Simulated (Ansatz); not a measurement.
# TiAl: the cost of one run

Computed with Ansatz 0.2.0 (DFT PBEsol, scalar-relativistic, plane waves, PAW, unless a step's input says otherwise).

2 further runs of the same task are left out: 2 set aside as unsound or not needed. Runs told in other sessions of the task aren't counted.

### Step 1. The starting structure

It takes space group P4/mmm (No. 123, tetragonal). The conventional cell has a = 2.795 Å, b = 2.795 Å, c = 4.039 Å, α = 90.00°, β = 90.00°, γ = 90.00°. Ti (site symmetry 4/mmm) has 4 Ti at 2.80 Å and 8 Al at 2.83 Å in its first shell of neighbours. Al (site symmetry 4/mmm) has 4 Al at 2.80 Å and 8 Ti at 2.83 Å in its first shell of neighbours.

Coordinates:

```cif
data_structure
_symmetry_space_group_name_H-M 'P 1'
_symmetry_Int_Tables_number 1
_cell_length_a 2.7952
_cell_length_b 2.7952
_cell_length_c 12.1162
_cell_angle_alpha 90.000
_cell_angle_beta 90.000
_cell_angle_gamma 90.000
_cell_volume 94.66
loop_
_atom_site_label
_atom_site_type_symbol
_atom_site_fract_x
_atom_site_fract_y
_atom_site_fract_z
_atom_site_occupancy
Ti1 Ti 0.00000 0.00000 0.00000 1
Ti2 Ti 0.00000 0.00000 0.33333 1
Ti3 Ti 0.00000 0.00000 0.66667 1
Al1 Al 0.50000 0.50000 0.16667 1
Al2 Al 0.50000 0.50000 0.50000 1
Al3 Al 0.50000 0.50000 0.83333 1
```

It is built from the cell relaxed beforehand with the same method (15.78 Å³/atom).

### Step 2. Zero of energy

The cell is repeated 3 times, 6 atoms in all. The reference gives a free energy of -8997.8279 eV, pressure 0.00 GPa, largest force 0.000 eV/Å and gap on the mesh none (metal). It was computed beforehand with the settings of the runs below.

### Step 3. Next: a stacking-fault curve

The cut lies on the cell's a–b face, a (0 0 1) plane of area 7.81 Å², between layers 2.02 Å apart (Ti below, Al above); the cell is 12.1 Å thick. Vector c is tilted by f times 1·a − 1·b (length 3.953 Å) with the atoms' Cartesian places fixed: one unrelaxed fault per cell.

### Step 4. At f = 0.167

Contents of input.yaml:

```yaml
crystal:
  lattice:
    - [-2.7951585984, 0.0, 0.0]
    - [0.0, -2.7951585984, 0.0]
    - [-0.4659529384, 0.4659529384, 12.1162214262]
  atoms:
    - { symbol: Ti, position: [0.847194445, 1.152805555, 0.91665] }
    - { symbol: Ti, position: [0.9583277783, 1.0416722217, 0.2499833333] }
    - { symbol: Ti, position: [0.9027611117, 1.0972388883, 0.5833166667] }
    - { symbol: Al, position: [0.4861111117, 0.5138888883, 0.0833166667] }
    - { symbol: Al, position: [0.430544445, 0.569455555, 0.41665] }
    - { symbol: Al, position: [0.3749777783, 0.6250222217, 0.7499833333] }
basis:
  ecutwfc: 420
kpoints:
  mp_grid: { grid: [21, 21, 5] }
hamiltonian:
  xc: pbesol
scf:
  occupations: { method: gaussian, width: 0.15 }
output:
  forces: true
  stress: true
  eigenvalues: true
```

The run is started by

```sh
$ ansatz run input.yaml --threads 2 --pin off --max-ram 5120MiB --backend cpu --events-out ev --progress --plain --runs-dir out
```

What time and memory should one allow on 2 threads of Intel Xeon 6975P-C (Granite Rapids), shared host?

About 31 s, with a peak of 1.4 GiB.
